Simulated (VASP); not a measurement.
The system is WC (Qusongite).

```
CELL_PARAMETERS angstrom
2.90650 0.00000 0.00000
-1.45325 2.51710 0.00000
0.00000 0.00000 2.83660
ATOMIC_POSITIONS crystal
W 0.00000 0.00000 0.00000
C 0.66667 0.33333 0.50000
```

* Program: VASP 6.6.1
* Task: relaxation of cell and atoms
* Functional: PW91
* Potentials or basis: VASP PAW PBE potentials, release 64 (W_sv, C)
* Cutoff: 600 eV
* k mesh: 10 × 10 × 9
* Occupations: fermi-dirac, width 0.05 eV
* Spin: no spin polarisation

At the start: pressure 8.9 GPa; volume 10.38 Å³/atom.

Question: How do energy, volume and symmetry change on relaxing?

Answer: Over 7 steps the energy falls by 6.3 meV/atom and the volume is 10.60 Å³/atom (+2.2 %); space group P-6m2 (No. 187, to 0.05 Å).

Step by step:
```tsv
step	energy change (eV)	largest force (eV/Å)	pressure (GPa)	volume (Å³)
1	0.0000	0.0000	8.85	20.75
2	0.0744	0.0000	-20.17	22.52
3	-0.0124	0.0000	-0.19	21.22
4	-0.0124	0.0000	-0.06	21.21
5	-0.0124	0.0000	0.10	21.20
6	-0.0124	0.0000	0.19	21.21
7	-0.0125	0.0000	0.16	21.21
```

Final structure:
```xyz
2
Lattice="2.9303 0.0000 0.0000 -1.4651 2.5377 0.0000 0.0000 0.0000 2.8520" Properties=species:S:1:pos:R:3 pbc="T T T"
W     0.0000    0.0000    0.0000
C     1.4651    0.8459    1.4260
```

Caveat: the PAW data sets were made with another functional, which shifts forces and pressure a little.
